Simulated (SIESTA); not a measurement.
Set up this calculation in SIESTA 5.4.2, as the native input.

- Task: band structure
- Functional: BP86
- Potentials or basis: SG15 1.2 (PBE files) or PseudoDojo by element
- Basis: SZ (energy shift 0.01 Ry)
- Grid cutoff: 500 Ry
- Energy shift: 0.01 Ry
- k mesh: 8 × 8 × 8
- Occupations: fermi-dirac, width 0.05 eV
- Spin: no spin polarisation

Crystal: PbSe (Clausthalite).

```
CELL_PARAMETERS angstrom
4.32841 0.00000 0.00000
2.16421 3.74852 0.00000
2.16421 1.24951 3.53413
ATOMIC_POSITIONS crystal
Pb 0.00000 0.00000 0.00000
Se 0.50000 0.50000 0.50000
```

The input as run:

PbSe.fdf

```
SystemName                      Clausthalite
SystemLabel                     PbSe
NumberOfSpecies                 2
NumberOfAtoms                   2
%block ChemicalSpeciesLabel
  1  82 Pb
  2  34 Se
%endblock ChemicalSpeciesLabel

LatticeConstant                 4.3284127400 Ang
%block LatticeParameters
  1.0000000000 1.0000000000 1.0000000000 60.0000000003 60.0000000003 60.0000000000
%endblock LatticeParameters
AtomicCoordinatesFormat         Fractional
%block AtomicCoordinatesAndAtomicSpecies
     0.0000000000     0.0000000000     0.0000000000  1  Pb
     0.5000000000     0.5000000000     0.5000000000  2  Se
%endblock AtomicCoordinatesAndAtomicSpecies

%block kgrid.MonkhorstPack
    8   0   0  0.0
    0   8   0  0.0
    0   0   8  0.0
%endblock kgrid.MonkhorstPack
%block XC.Mix
  2
  GGA LIBXC-00-GGA_X_B88 1.0 0.0
  GGA LIBXC-00-GGA_C_P86 0.0 1.0
%endblock XC.Mix
PAO.BasisSize                   SZ
PAO.EnergyShift                 0.01 Ry
Mesh.Cutoff                     500 Ry
OccupationFunction              FD
ElectronicTemperature           0.05 eV
MaxSCFIterations                120
SCF.MustConverge                false
SCF.Mixer.Method                Pulay
SCF.Mixer.Weight                0.25
SCF.Mixer.History               8
SCF.DM.Tolerance                5.0e-05
SCF.H.Tolerance                 1.0e-03 eV
WriteForces                     true
Charge.Mulliken                 end
BandLinesScale                  ReciprocalLatticeVectors
%block BandLines
    1    0.000000   0.000000   0.000000  \Gamma
   12    0.500000   0.000000   0.500000  X
    6    0.500000   0.250000   0.750000  W
    4    0.375000   0.375000   0.750000  K
   13    0.000000   0.000000   0.000000  \Gamma
   11    0.500000   0.500000   0.500000  L
    8    0.625000   0.250000   0.625000  U
    4    0.500000   0.250000   0.750000  W
    9    0.500000   0.500000   0.500000  L
    8    0.375000   0.375000   0.750000  K
    1    0.625000   0.250000   0.625000  U
    4    0.500000   0.000000   0.500000  X
%endblock BandLines
```

Potentials or basis: SG15 1.2 (PBE files) or PseudoDojo by element, SZ (energy shift 0.01 Ry).

The run is started by

```console
$ siesta PbSe.fdf > PbSe.out 2>&1
```

It gave:

```yaml
Pressure: 2.3 GPa
Band_gap_on_the_k_mesh: 0.34 eV, direct
Band_gap_along_the_path: 0.34 eV, direct
```

Caveat: the basis has no polarisation orbitals; the potentials were made for another functional, which shifts forces and pressure; spin-orbit coupling is left out, which as a rule narrows the gap of such compounds by several tenths of an eV; the basis of atomic orbitals isn't converged, which shifts pressures, moduli and gaps.

It took 4.1 s on 1 thread of Arm Neoverse V1, with other jobs on the host, peak memory 0.15 GiB.
